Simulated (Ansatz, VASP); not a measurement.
# Cross-check of Al2O3 between VASP and Ansatz, part 2 of 2

Wanted: the spread between two codes on one cell, functional and k mesh. The structure shown is the end of the VASP relaxation below. Other levels of theory on this material are compared in a session of their own.

VASP 6.6.1 and Ansatz 0.2.0.

So far: Starting point; VASP: relaxation, LDA.

## (3) Ansatz: single point, LDA, volume scaled by 0.98

Level of this step: Ansatz beside VASP: Kohn-Sham DFT, plane waves, LDA (Ansatz).

Ansatz runs on its default PAW (the set named soft_2) files.

The same cell, functional (in two slightly different forms), mesh and smearing now go to Ansatz, which takes its cutoff from its data sets.

The input, input.yaml:

```yaml
crystal:
  lattice:
    - [2.35187882, 1.35785787, 4.26903557]
    - [-2.35187882, 1.35785787, 4.26903557]
    - [0.0, -2.71571575, 4.26903557]
  atoms:
    - { symbol: Al, position: [0.35197852, 0.35197852, 0.35197852] }
    - { symbol: Al, position: [0.14802148, 0.14802148, 0.14802148] }
    - { symbol: Al, position: [0.64802148, 0.64802148, 0.64802148] }
    - { symbol: Al, position: [0.85197852, 0.85197852, 0.85197852] }
    - { symbol: O, position: [0.55596017, 0.94403983, 0.25] }
    - { symbol: O, position: [0.25, 0.55596017, 0.94403983] }
    - { symbol: O, position: [0.94403983, 0.25, 0.55596017] }
    - { symbol: O, position: [0.44403983, 0.05596017, 0.75] }
    - { symbol: O, position: [0.75, 0.44403983, 0.05596017] }
    - { symbol: O, position: [0.05596017, 0.75, 0.44403983] }
hamiltonian:
  xc: lda
  pseudopotentials: { kind: paw }
kpoints:
  mp_grid: { grid: [6, 6, 6] }
scf:
  occupations: { method: gaussian, width: 0.03 }
  n_extra_bands: 6
output:
  forces: true
  stress: true
  eigenvalues: true
```

Started as:

```sh
$ ansatz run input.yaml --threads 4 --pin off --max-ram 9216MiB --backend cpu --events-out ev --progress --plain --runs-dir out
```

Numbers of over 12 decimals in the logs are rounded to 6 here.

Log:

```text
scf.n_extra_bands = 6 over 24 filled bands (N_el = 48.0): the run solves 30 bands
Engine: ansatz 0.2.0, aarch64-unknown-linux-gnu
Pseudopotentials: kind: paw
Pseudopotential: Al, paw, valence charge 3, recommended cutoff 420 eV (normal), Al.paw.azcp
Pseudopotential: O, paw, valence charge 6, recommended cutoff 420 eV (normal), O.paw.azcp
Functional definition: SPW92
  exchange = slater_x
  correlation = pw_c
Crystal: 10 atoms, lattice volume = 81.799 Å³
Basis set: ecut = 420 eV, 1593 PW (Γ)
Bands: 30, of which v1, the nominal top of the filled ones, is band 24 counted from 1 (23 counted from 0)
Symmetry: 12 space group operations
Space group: R-3c (ITA 167), of the structure as read, at distance tolerance 4.3e-5 Å
k-points: 32 of 216
Non-local potential: Al, projectors of the file, l = 0: 2, l = 1: 2, l = 2: 1
Non-local potential: O, projectors of the file, l = 0: 2, l = 1: 2, l = 2: 1
PAW form: soft (Blöchl's): semilocal exchange-correlation on the pseudo side does not see the compensation charge
PAW frozen core: Al, regenerated for the run's functional, and the local potential with it (the file was generated under x = pbe(κ = 0.804, μ = 0.219515), c = pbe(β = 0.066725))
PAW frozen core: O, regenerated for the run's functional, and the local potential with it (the file was generated under x = pbe(κ = 0.804, μ = 0.219515), c = pbe(β = 0.066725))
PAW one-centre angular grid: Al, 110 points (default); XC on 64 Gauss nodes
PAW one-centre angular grid: O, 110 points (default); XC on 64 Gauss nodes
Initial density: superposition of atomic densities (neutral atoms: chi_scale 0, normalization atom), corrected by the library's trained network
Initial wavefunctions: pseudopotential atomic-orbital guess
Functional: x = slater, c = lda
SCF iter   1: F=—  HF=-5399.903091 eV  |F-HF|=—  |Δ(HF+E_count)|=         —  Δρ=1.74e-2  dr2=2.09e-1  ethr=1.77e-3  ⟨swp⟩=8.7  Hψ=5346  notcnv=0  defer=3
preconditioner: auto → Resta (q_TF=auto, 2.496 Å⁻¹)  ε∞=3.9  [insulator: Δε(μ)=6.504 eV  Ē_g=16.736 eV  σ=0.030 eV  W_gap=1.00  n_scr=20 (ndim 8)  ℏωp=28.4 eV  f_vac=0.000  D(μ)=0.00/eV (n_scr^D=0)  ε∞_Penn≈3.9]
SCF iter   2: F=—  HF=-5399.838046 eV  |F-HF|=—  |Δ(HF+E_count)|=   6.50e-2  Δρ=3.96e-3  dr2=5.84e-3  ethr=4.35e-4  ⟨swp⟩=2.2  Hψ=1883  notcnv=0  defer=53
SCF iter   3: F=—  HF=-5399.836562 eV  |F-HF|=—  |Δ(HF+E_count)|=   1.48e-3  Δρ=1.97e-3  dr2=1.57e-3  ethr=1.22e-5  ⟨swp⟩=1.7  Hψ=1145  notcnv=0  defer=53
SCF iter   4: F=—  HF=-5399.835994 eV  |F-HF|=—  |Δ(HF+E_count)|=   5.68e-4  Δρ=1.36e-4  dr2=9.48e-6  ethr=3.27e-6  ⟨swp⟩=2.2  Hψ=1548  notcnv=0  defer=53
SCF iter   5: F=—  HF=-5399.835992 eV  |F-HF|=—  |Δ(HF+E_count)|=   2.80e-6  Δρ=1.64e-5  dr2=1.40e-7  ethr=1.98e-8  ⟨swp⟩=2.0  Hψ=1514  notcnv=0  defer=53
SCF iter   6: F=-5399.835992 eV  HF=-5399.835992 eV  |F-HF|=9.58e-10  |Δ(HF+E_count)|=   1.47e-8  Δρ=2.46e-6  dr2=5.50e-9  ethr=2.08e-10  ⟨swp⟩=11.2  Hψ=4216  notcnv=0
SCF 1 converged in 6 iterations: F = -5399.835992 eV  dr2 = 5.50e-9
  greatest PAW one-centre occupation: 0.855 electrons in one spin orbital (limit 2), on the O atom at site 9 (counted from 0), in its partial waves of l = 0
SCF converged after 6 iterations
Free energy (F): -5399.835992 eV
Harris-Foulkes:  -5399.835992 eV  (|F-HF|=9.58e-10)
Internal energy: -5399.835992 eV  (E = F + TS)
E sigma→0 (E₀):  -5399.835992 eV
Fermi energy:    11.230800 eV
--- Per-component energies (eV) ---
  E_band       = 70.964502
  E_kinetic    = 1184.527683
  E_local      = -1942.713809  (includes V_loc(G=0)·N_el)
  E_nonlocal   = 340.195899
  E_hartree    = 713.554940
  E_xc         = -606.293460
  E_vxc        = -694.762867  (∫ρ·V_xc dr)
  E_paw        = -2661.926880  (= ΣΔE_a)
  E_vpaw       = -243.407665  (= ΣTr[D̂ρ^β])
  E_aug_tail   = 0.015580  (compensation charges beyond the density's cutoff)
  E_ewald      = -2428.000341
  E_core_change = 0.804395  (= ΣΔE_core)
  E_smearing   = -0.000000  (= −TS)
  E_closure    = -0.000000  (closes the sum)
  Σ components = -5399.835992   (vs F -5399.835992, Δ=0.00e0)
--- Forces (eV/Å), atoms counted from 1 ---
  atom   1  Al     0.00000000    -0.00000000     0.01092730
  atom   2  Al     0.00000000     0.00000000    -0.01092730
  atom   3  Al    -0.00000000     0.00000000    -0.01092730
  atom   4  Al    -0.00000000    -0.00000000     0.01092730
  atom   5  O      0.00987988     0.00000000     0.00000000
  atom   6  O     -0.00493994     0.00855623     0.00000000
  atom   7  O     -0.00493994    -0.00855623    -0.00000000
  atom   8  O     -0.00987988    -0.00000000    -0.00000000
  atom   9  O      0.00493994    -0.00855623    -0.00000000
  atom  10  O      0.00493994     0.00855623     0.00000000
  max |Σ_I F_I| component: 9.25e-18 eV/Å
--- Stress (GPa, compression-positive) ---
        4.528995      -0.000000      -0.000000
       -0.000000       4.528995      -0.000000
       -0.000000      -0.000000       4.779389
  P = ⅓ Tr σ = 4.6125 GPa (46.125 kbar)
--- Band table (eV; the first three rows and the last of 32) ---
  k-point 0: bands = [... 20 lower, 7.3534, 7.8503, 7.8503, 7.9093, 14.5523, 17.1409, 18.9404, 19.6213, ... 2 higher]
  k-point 1: bands = [... 20 lower, 7.1566, 7.5329, 7.8058, 7.8492, 15.1635, 17.6555, 18.4884, 19.1493, ... 2 higher]
  k-point 2: bands = [... 20 lower, 6.9934, 7.3139, 7.6459, 7.6994, 16.4368, 17.9339, 18.1465, 18.7023, ... 2 higher]
  k-point 31: bands = [... 20 lower, 7.4862, 7.4862, 7.4862, 7.4862, 16.8465, 16.8465, 19.0817, 19.0817, ... 2 higher]
```

It took 1.4 s on 4 threads of Arm Neoverse V1, shared host; peak memory 0.38 GiB; 4.8 s of CPU time.

The run ends at a pressure of 4.61 GPa, with forces up to 0.011 eV/Å.

## (4) Differences

Known differences besides the potentials themselves: the two LDA forms differ slightly; the cutoff is 420 eV in Ansatz and 560 eV in VASP; VASP's log shows a relativistic correction to its local exchange, Ansatz's none. Total energies have different zeros and are not compared.

Both answers:

```tsv
quantity	Ansatz	VASP	difference
pressure (GPa)	4.61	5.40	-0.79
pressure without Ansatz's Pulay correction (GPa)	3.38	5.40	-2.02
gap on the k mesh (eV)	6.643	6.653	-0.010
```

At this near-relaxed geometry the largest component of a force difference is 13 meV/Å. A gap on the mesh is an upper bound, since the band edges may lie between its points. Ansatz's pressure holds a Pulay correction of 1.23 GPa; VASP's holds none.

## (5) Summary of results

| Quantity | Value |
| --- | --- |
| difference in gap on the k mesh (single point, LDA, volume scaled by 0.98) | -0.0095 eV |
| r.m.s. force difference (single point, LDA, volume scaled by 0.98) | 6.2 meV/Å |
| difference in pressure (single point, LDA, volume scaled by 0.98) | -0.79 GPa |

**Reading.** The difference in pressure is -0.79 GPa (single point, LDA, volume scaled by 0.98), within the 1 GPa picked in this series as the mark of a large difference. 3 further runs of this series are not shown here. Such differences can come from data sets, numerical settings and the points named under the comparisons, not from the functional's error against experiment.

[Lines on the potential files, build, host, timing and source positions are cut from VASP's logs without a mark.]

[Logs are printed without paths, hosts, clocks, repeated set-up lines and the standing remarks that a program may print on its own settings, such as how far it seeks lower states.]

[Hosts, paths, dates, database ids (printed as entryN), source tags and the programs' standing remarks are cut or masked in the printed files.]
